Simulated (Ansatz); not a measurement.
Set up this calculation in Ansatz 0.2.0, as the native input.

```
Task                  : relaxation of cell and atoms
Functional            : PBEsol
Potentials or basis   : Ansatz PAW
Cutoff                : 420 eV (not typed: the program's choice for these potentials)
k mesh                : 10 × 10 × 10
Occupations           : fermi-dirac, width 0.05 eV
Spin                  : no spin polarisation
Target pressure       : 30 GPa
Target pressure (GPa) : 30
```

In:

```
In
1.0
    -1.88253    1.88253    1.88253
     1.88253   -1.88253    1.88253
     1.88253    1.88253   -1.88253
In
1
Direct
  0.00000 0.00000 0.00000
```

This isn't the form of In at room conditions, which is tetragonal.

The input as run:

input.yaml

```yaml
crystal:
  lattice:
    - [-1.88252524, 1.88252524, 1.88252524]
    - [1.88252524, -1.88252524, 1.88252524]
    - [1.88252524, 1.88252524, -1.88252524]
  atoms:
    - { symbol: In, position: [0.0, 0.0, 0.0] }
hamiltonian:
  xc: pbesol
  pseudopotentials: { kind: paw }
kpoints:
  mp_grid: { grid: [10, 10, 10] }
scf:
  occupations: { method: fermi_dirac, width: 0.05 }
output:
  forces: true
  stress: true
  eigenvalues: true
  write_density: true
  write_potential: true
  elf: true
  volumetric_format: npy
relax:
  f_tol: 0.01
  max_steps: 40
  cell: { stress_tol: 0.05, p_target: 30.0 }
```

Potentials or basis: Ansatz PAW.

Command:

```bash
$ ansatz run input.yaml --threads 2 --pin off --max-ram 5632MiB --backend cpu --events-out ev --progress --plain --runs-dir out
```

It gave:

```yaml
Relaxed_volume: 18.95 Å³/atom
Relaxed_cell: a = 2.909 Å, b = 2.909 Å, c = 2.909 Å, α = 109.47°, β = 109.47°, γ = 109.47°
Space_group_after_relaxing_to_0.05_Å: Im-3m (No. 229)
Energy_change_on_relaxing_the_enthalpy_is_what_falls: +459.4 meV/atom
Ionic_steps: 6
Pressure_after_relaxing: 30.0 GPa
Band_gap_on_the_k_mesh: none (metal or under the smearing width)
```

Caveat: the volume moved by over 15 % at a fixed basis, so the end points are rough; the plane-wave basis is chosen anew once the cell has moved, so the energies of steps on either side of that aren't comparable; the PAW data sets come from PBE, with cores solved anew for the run's functional, which leaves a small shift of forces and pressure.

Wall time 2.3 s on 2 threads of AMD EPYC 9R14 (Zen 4), with other jobs on the host, peak memory 0.37 GiB.
